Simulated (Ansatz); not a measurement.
## HfC: what symmetry allows forces and stress to be

```yaml
crystal:
  lattice:
    - [3.41494, 0.00184, 0.00000]
    - [-1.70588, 2.95468, 0.00000]
    - [0.00000, 0.00000, 5.23518]
  atoms:
    - { symbol: Hf, position: [0.69579, 0.34992, 0.75000] }
    - { symbol: Hf, position: [0.30421, 0.65413, 0.25000] }
    - { symbol: C, position: [0.00000, 0.99797, 0.00000] }
    - { symbol: C, position: [0.00000, 0.99797, 0.50000] }
```

These are results of DFT PBE, scalar-relativistic, plane waves, PAW in Ansatz 0.2.0, not measurements.

Cutoff 420 eV; k points 12×12×8 on the computed 4-atom cell (Γ-centred); Gaussian smearing, width 0.10 eV; no spin polarisation.

This distorted cell has space group Ama2, with 4 operations.

Without a calculation: in which directions can each atom feel a force?

A force must be left unchanged by every operation that keeps its atom in place, so it lies in the space that those operations leave fixed. Atoms that the group maps onto each other feel forces of one size.
| atom | site symmetry | operations at the site | equivalent to atom | allowed force (Cartesian) |
| --- | --- | --- | --- | --- |
| Hf1 | m.. | 2 | 1 | in the plane normal to (0.00, 0.00, 1.00) |
| Hf2 | m.. | 2 | 1 | in the plane normal to (0.00, 0.00, 1.00) |
| C3 | ..2 | 2 | 3 | along (-0.50, 0.87, 0.00) |
| C4 | ..2 | 2 | 3 | along (-0.50, 0.87, 0.00) |

That leaves 3 independent force components of 12, tied by 1 condition that the forces sum to zero, so 2 remain. A relaxation in this cell that keeps the symmetry moves the atoms in these directions alone.

And the stress tensor?

It must be invariant under the point group, which leaves 3 independent components: yz, xz vanish. Further linear relations between components hold in this frame.

Do the computed values obey this?

Yes. Forces (eV/Å):
```
Hf1 -0.836 -0.719  0.000
Hf2  1.041  0.365  0.000
C3  -0.102  0.177  0.000
C4  -0.102  0.177  0.000
```

Stress (GPa, compression positive, xx yy zz yz xz xy): -11.72 -12.55 -5.51 0.00 0.00 0.71. The program imposes the same operations on density, forces and stress, so this confirms the analysis and is no independent test of the calculation.

Spin–orbit coupling is left out, which can shift energies with elements as heavy as these.

This form isn't the usual stable structure of the compound.